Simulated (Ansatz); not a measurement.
Notes on BaTiO3

```
Ba Ti O
1.0
    -3.97383    0.00000    0.00000
     0.00000   -2.83086    2.84089
     0.00000    5.66172    5.68177
Ba Ti O
2 2 6
Direct
  0.00000 0.00000 0.00000
  0.00000 0.00000 0.50000
  0.50000 0.51700 0.25850
  0.50000 0.51700 0.75850
  0.00000 0.48900 0.24450
  0.00000 0.48900 0.74450
  0.50000 0.99233 0.25227
  0.50000 0.99233 0.75226
  0.50000 0.50453 0.49617
  0.50000 0.50453 0.99616
```

The numbers come from plane-wave PAW DFT (Ansatz): r2SCAN, no spin polarisation, 500 eV, 7×6×3 Γ-centred k points, fermi-dirac occupations (width 0.1 eV). Nothing was relaxed.

(1) Describe some of the short contacts.

(2) Is it stable against the elements?

(3) Is there a gap, and of what kind?

(4) Which orbitals make up the band edges?

Origin: a database entry at a rescaled volume.

Answers

(1) Ti–O at 1.91 Å: least valence density 0.81 e/Å³ and ELF 0.22 there. Ba–O at 2.78 Å: least valence density 0.19 e/Å³ and ELF 0.08 there, a closed-shell (ionic or weak) contact. These are pseudo-fields; inside the PAW spheres they differ from the all-electron ones.

(2) -3.40 eV an atom against the elements' usual phases (free molecules for gases, crystals otherwise, with no correction for O₂ or N₂), so it is bound against them; other compounds may still compete. Relaxing would lower it.

(3) The gap is 2.34 eV, indirect (the least direct gap found is 2.55 eV). A semilocal functional usually gives too small a gap.

(4) Within 0.7 eV of the edges, the states project mainly on O p (94 %) below the gap and on Ti d (89 %) above it.
